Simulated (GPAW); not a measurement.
Crystal: TiTe.

```xyz
2
Lattice="0.0000 3.0501 3.0501 3.0501 0.0000 3.0501 3.0501 3.0501 0.0000" Properties=species:S:1:pos:R:3 pbc="T T T"
Ti    3.0501    3.0501    3.0501
Te    0.0000    0.0000    0.0000
```

The cell comes from a database or a generator and needn't be the stable form of this composition.

```yaml
Program: GPAW 26.7.0
Task: relaxation of cell and atoms
Functional: PBE
Potentials_or_basis: GPAW PAW data sets (gpaw-data 1.2.1)
Cutoff: 600 eV
Basis: pw
k_mesh: 6 × 6 × 6
Occupations: fermi-dirac, width 0.05 eV
Spin: no spin polarisation
```

At the start: pressure -11.0 GPa; volume 28.37 Å³/atom.

How do energy, volume and symmetry change on relaxing?

Over 6 steps the energy falls by 242.9 meV/atom and the volume is 22.46 Å³/atom (-20.8 %); space group Fm-3m (No. 225, to 0.05 Å).

The path:
```
step  energy change (eV)  largest force (eV/Å)  pressure (GPa)  volume (Å³)
   1              0.0000                0.0000          -10.99        56.75
   2             -0.1488                0.0000           -9.94        54.43
   3             -0.3998                0.0000            7.75        41.43
   4             -0.4828                0.0000           -1.59        45.87
   5             -0.4858                0.0000           -0.16        45.01
   6             -0.4858                0.0000            0.00        44.92
```

Final structure:
```
Ti Te
1.0
     0.00000    2.82148    2.82148
     2.82148    0.00000    2.82148
     2.82148    2.82148    0.00000
Ti Te
1 1
Direct
  0.50000 0.50000 0.50000
  0.00000 0.00000 0.00000
```

Caveat: later steps reuse the first step's grids; the volume moved by over 15 % at a fixed basis, so the end points are rough.
